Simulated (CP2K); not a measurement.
ZnO (zincite):

```
CELL_PARAMETERS angstrom
3.24931 0.00000 0.00000
-1.62465 2.81398 0.00000
0.00000 0.00000 5.20571
ATOMIC_POSITIONS crystal
Zn 0.66667 0.33333 0.00000
Zn 0.33333 0.66667 0.50000
O 0.33333 0.66667 0.87901
O 0.66667 0.33333 0.37901
```

Program: CP2K 2026.2. Alike in all runs: task atomic charges; potentials or basis POTENTIAL_UZH Zn GTH-PBE-q12, O GTH-PBE-q6; TZVP-MOLOPT-PBE-GTH basis; no spin polarisation; cell as given; k mesh 9 × 9 × 5; smearing fermi-dirac 0.05 eV.

**Question.** Order these runs on this cell by their pressure, lowest first.
A. level OLYP
B. level PBEsol
C. level LDA
D. level BLYP
E. level TPSS

**Answer.** C (-3.5 GPa), B (0.4 GPa), E (2.7 GPa), A (7.6 GPa), D (11.5 GPa).

Caveats: the potentials were made for another functional, which shifts forces and pressure; the basis of atomic orbitals isn't converged, which shifts pressures, moduli and gaps.
